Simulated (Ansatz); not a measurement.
Ti:

```
Ti
1.0
     2.95000    0.00000    0.00000
    -1.47500    2.55477    0.00000
     0.00000    0.00000    4.68000
Ti
2
Direct
  0.66667 0.33333 0.75000
  0.33333 0.66667 0.25000
```

| Property | Result |
| --- | --- |
| Program | Ansatz 0.2.0 |
| Task | relaxation of cell and atoms |
| Functional | PBEsol |
| Potentials or basis | Ansatz PAW |
| Cutoff | 420 eV (not typed: the program's choice for these potentials) |
| k mesh | 10 × 10 × 6 |
| Occupations | fermi-dirac, width 0.05 eV |
| Spin | no spin polarisation |

At the start: volume 17.64 Å³/atom.

Q: Where does the relaxation end?

A: It ends after 7 steps and the volume is 16.73 Å³/atom (-5.2 %); space group P6_3/mmc (No. 194, to 0.05 Å).

The path:
```
step  energy change (eV)  largest force (eV/Å)  volume (Å³)
   1              0.0000                0.0000        35.27
   2             -0.0337                0.0000        33.59
   3             -0.0340                0.0000        33.44
   4             -0.0340                0.0000        33.45
   5             -0.0339                0.0000        33.45
   6             -0.0339                0.0000        33.45
   7             -0.0339                0.0000        33.45
```

Final structure:
```xyz
2
Lattice="2.9043 0.0000 0.0000 -1.4521 2.5152 0.0000 0.0000 0.0000 4.5796" Properties=species:S:1:pos:R:3 pbc="T T T"
Ti    1.4521    0.8384    3.4347
Ti    0.0000    1.6768    1.1449
```

Caveat: the plane-wave basis is chosen anew once the cell has moved, so the energies of steps on either side of that aren't comparable; the PAW data sets come from PBE, with cores solved anew for the run's functional, which leaves a small shift of forces and pressure.
